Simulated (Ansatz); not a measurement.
The cell is a database entry far from equilibrium at this level of theory, probably a faulty or high-pressure entry; it serves as a test geometry alone. The listed cell was then made from it by scaling, straining or moving an atom.

GaN: DFT, PBE, all-electron LAPW, scalar-relativistic (Ansatz 0.2.0). What sets it apart from a plain run of this crystal: volume scaled by 1.04.

Command: `ansatz run input.yaml --threads 1 --pin off --max-ram 3072MiB --backend cpu --events-out ev --progress --plain --runs-dir out` The run took 24 s on 1 thread of Intel(R) Xeon(R) Platinum 8175M CPU @ 2.50GHz (Skylake/Cascade Lake) (shared host), peak memory 0.39 GiB.

```yaml
crystal:
  lattice:
    - [0.0, 2.0187201121, 2.0187201121]
    - [2.0187201121, 0.0, 2.0187201121]
    - [2.0187201121, 2.0187201121, 0.0]
  atoms:
    - { symbol: Ga, position: [0.5, 0.5, 0.5] }
    - { symbol: "N", position: [0.0, 0.0, 0.0] }
kpoints:
  mp_grid: { grid: [13, 13, 13] }
  band_path:
    path:
      - [0.0, 0.0, 0.0]
      - [0.5, 0.0, 0.5]
      - [0.625, 0.25, 0.625]
      - [0.375, 0.375, 0.75]
      - [0.0, 0.0, 0.0]
      - [0.5, 0.5, 0.5]
      - [0.5, 0.25, 0.75]
      - [0.5, 0.0, 0.5]
    npoints: 5
scf:
  occupations: { method: fermi_dirac, width: 0.02 }
hamiltonian:
  xc: pbe
  pseudopotentials: { kind: all_electron, lapw: { basis_error: 0.001 } }
output:
  forces: true
  stress: true
  eigenvalues: true
```

Output (standing set-up lines are left out):

```
LAPW: plane waves up to 10.144 Å⁻¹, error target 1.0e-3 eV per atom; small_component_spin mean_spin; N in spheres of 0.890 Å, 7 of its electrons in bands, Dirac shells []; Ga in spheres of 1.128 Å, 21 of its electrons in bands, Dirac shells []
Crystal: 2 atoms, lattice volume = 16.454 Å³
Basis set: ecut = 392.05347450104364 eV, 283 PW (Γ), exchange–correlation at level 2
iter 1 solved again at ethr=1.49e-2 eV; its pass at ethr=1.00e-1 eV (dr2=4.18e0 eV) is discarded
SCF iter   1: F=—  HF=-54391.506949 eV  |F-HF|=—  |Δ(HF+E_count)|=         —  Δρ=1.56e-1  dr2=4.18e0  ethr=1.49e-2  ⟨swp⟩=2.0  Hψ=9758  notcnv=0
preconditioner: auto → none  [insulator: Δε(μ)=4.192 eV  Ē_g=19.823 eV  σ=0.020 eV  W_gap=1.00  n_scr=8 (ndim 8)  ℏωp=38.8 eV  f_vac=0.000  D(μ)=0.00/eV (n_scr^D=0)  ε∞_Penn≈4.8]
iter 2 solved again at ethr=5.97e-4 eV; its pass at ethr=1.49e-2 eV (dr2=1.67e-1 eV) is discarded
SCF iter   2: F=—  HF=-54389.786086 eV  |F-HF|=—  |Δ(HF+E_count)|=    1.72e0  Δρ=3.88e-2  dr2=1.67e-1  ethr=5.97e-4  ⟨swp⟩=2.0  Hψ=8037  notcnv=0
SCF iter   3: F=—  HF=-54389.514348 eV  |F-HF|=—  |Δ(HF+E_count)|=   2.72e-1  Δρ=1.45e-2  dr2=2.73e-2  ethr=5.97e-4  ⟨swp⟩=3.0  Hψ=4963  notcnv=0
SCF iter   4: F=—  HF=-54389.511161 eV  |F-HF|=—  |Δ(HF+E_count)|=         —  Δρ=4.61e-3  dr2=2.64e-3  ethr=9.74e-5  ⟨swp⟩=2.0  Hψ=4536  notcnv=0
the basis was enlarged: its passes take 152.5 KiB over the memory plan, 1 of 1 planned eigensolver slots
SCF iter   5: F=—  HF=-54389.510012 eV  |F-HF|=—  |Δ(HF+E_count)|=   1.15e-3  Δρ=4.93e-4  dr2=2.54e-5  ethr=9.43e-6  ⟨swp⟩=2.0  Hψ=4268  notcnv=0
SCF iter   6: F=—  HF=-54389.510013 eV  |F-HF|=—  |Δ(HF+E_count)|=   1.07e-6  Δρ=1.62e-4  dr2=1.38e-6  ethr=9.08e-8  ⟨swp⟩=3.0  Hψ=4402  notcnv=0
SCF iter   7: F=-54389.510012 eV  HF=-54389.510012 eV  |F-HF|=6.42e-9  |Δ(HF+E_count)|=   1.03e-6  Δρ=1.51e-5  dr2=1.79e-8  ethr=4.94e-9  ⟨swp⟩=3.0  Hψ=4443  notcnv=0
SCF 1 converged in 7 iterations: F = -54389.510012 eV  dr2 = 1.79e-8
NSCF: frozen V_eff on 36 k-points
SCF converged after 7 iterations
Free energy (F): -54389.510012 eV
Harris-Foulkes:  -54389.510012 eV  (|F-HF|=6.42e-9)
Internal energy: -54389.510012 eV  (E = F + TS)
E sigma→0 (E₀):  -54389.510012 eV
Fermi energy:    19.060717 eV
--- Per-component energies (eV) ---
  E_band       = -1280.062693
  E_kinetic    = 55440.585245
  E_xc         = -2252.686661
  E_electrostatic = -107577.408596  (all electrons and nuclei)
  E_smearing   = -0.000000  (= −TS)
  E_closure    = 0.000000  (closes the sum)
  E_atoms      = -54378.687074  (free atoms, spherical and without spin; not in F)
  Σ components = -54389.510012   (vs F -54389.510012, Δ=0.00e0)
  Basis errors (estimates in eV, not in F): energy 3.6e-4 per atom: plane waves 3.3e-4 (1.8e-4 summed), levels above the bands 6.6e-300, relativity 3.2e-8, radial functions 2.5e-5, core shells 6.1e-11; eigenvalues (radial functions only) 1.8e-5; not estimated: angular momenta, meshes, grids; target (lapw.basis_error) 1.0e-3; muffin-tin radii N 0.890 Å, Ga 1.128 Å
--- Forces (eV/Å), atoms counted from 1 ---
  atom   1  Ga     0.00000000     0.00000000    -0.00000000
  atom   2  N     -0.00000000     0.00000000     0.00000000
  max |Σ_I F_I| component: 8.38e-31 eV/Å
--- Stress (GPa, compression-positive) ---
       51.233074      -0.000000       0.000000
       -0.000000      51.233074      -0.000000
        0.000000      -0.000000      51.233074
  P = ⅓ Tr σ = 51.2331 GPa (512.331 kbar)
--- Band table (eV; the first three rows and the last of 84) ---
  k-point 0: bands = ["-356.7377", "-124.5003", "-75.2512", "-75.2512", "-75.2512", "-0.5404", "4.1358", "4.1358", "4.1358", "4.2714", "4.2714", "17.5438", "17.5438", "17.5438", "22.1688", "33.6321", "33.6321", "33.6321"]
  k-point 1: bands = ["-356.7377", "-124.5002", "-75.2517", "-75.2513", "-75.2513", "-0.4080", "4.1271", "4.1449", "4.1449", "4.2576", "4.2576", "16.8623", "17.5665", "17.5665", "22.6940", "31.8105", "33.4507", "33.4507"]
  k-point 2: bands = ["-356.7377", "-124.5001", "-75.2529", "-75.2515", "-75.2515", "-0.0176", "4.1023", "4.1397", "4.1397", "4.2504", "4.2504", "15.3654", "17.6334", "17.6334", "23.6599", "30.0041", "32.4223", "32.4223"]
  k-point 83: bands = ["-356.7377", "-124.4995", "-75.2567", "-75.2561", "-75.2542", "2.1149", "4.0751", "4.1079", "4.1719", "4.5305", "7.0928", "11.6592", "12.3818", "13.6346", "24.4482", "28.9426", "29.0853", "30.3328"]
```
